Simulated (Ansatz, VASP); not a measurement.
## Two plane-wave programs on Mo

The input INCAR:

```
SYSTEM = Mo
PREC = Accurate
ENCUT = 520
EDIFF = 1E-6
ISMEAR = 1
SIGMA = 0.1
LREAL = .False.
LASPH = .True.
NELM = 100
ALGO = Fast
ISIF = 2
LWAVE = .False.
LCHARG = .True.
LDIPOL = .True.
IDIPOL = 3
DIPOL = 0.5 0.5 0.672
GGA = PE
LELF = .True.
LVHAR = .True.
LVACPOTAV = .True.
NBANDS = 36
```

KPOINTS

```
Automatic mesh
0
Gamma
  12 12 1
  0 0 0
```

Contents of POSCAR:

```
Mo
1.0
    3.1228099925      0.0000000000      0.0000000000
    0.0000000000      3.1228099925      0.0000000000
    0.0000000000      0.0000000000     26.5625721684
Mo
4
Direct
    0.5000000000      0.5000000000      0.5856466742
    0.0000000000      0.0000000000      0.6411519798
    0.5000000000      0.5000000000      0.7045501505
    0.0000000000      0.0000000000      0.7564840048
```

Input for Ansatz:

```yaml
crystal:
  lattice:
    - [3.1228099925, 0.0, 0.0]
    - [0.0, 3.1228099925, 0.0]
    - [0.0, 0.0, 26.5625721684]
  atoms:
    - { symbol: Mo, position: [0.5, 0.5, 0.5856466742] }
    - { symbol: Mo, position: [0.0, 0.0, 0.6411519798] }
    - { symbol: Mo, position: [0.5, 0.5, 0.7045501505] }
    - { symbol: Mo, position: [0.0, 0.0, 0.7564840048] }
basis:
  ecutwfc: 420
kpoints:
  mp_grid: { grid: [12, 12, 1] }
hamiltonian:
  xc: pbe
  pseudopotentials: { kind: paw, azcp: { folder: soft_1 } }
scf:
  occupations: { method: methfessel_paxton, width: 0.1 }
  n_extra_bands: 7
  max_iter: 160
output:
  forces: true
  eigenvalues: true
  write_density: true
  write_potential: true
  elf: true
  volumetric_format: npy
efield:
  axis: 3
  dipole_correction: true
```

Alike in both runs: task single point; functional PBE; k mesh 12 × 12 × 1; occupations methfessel-paxton of order 1, width 0.1 eV; no spin polarisation.

|  | VASP | Ansatz |
| --- | --- | --- |
| version | VASP 6.6.1 | Ansatz 0.2.0 |
| potentials or method | VASP PAW PBE potentials, release 64 (Mo_sv) | scalar-relativistic, plane waves, PAW |
| plane-wave cutoff (eV) | 520 | 420 |
| valence electrons in the cell | 56 | 56 |

|  | VASP | Ansatz | Ansatz less VASP |
| --- | --- | --- | --- |
| gap on the k mesh at the Fermi level (eV) | none | none | - |
| rms of the force components (eV/Å) | 0.281 | 0.287 | +0.0062 |

Atom by atom the forces differ by 0.017 eV/Å (rms over components). A gap of «none» marks a metal or a gap that the smearing closes. The functional is the same, so the differences come from potentials, cutoffs and numerics. Ansatz warned: «xc_potential_rough_in_thin_density».
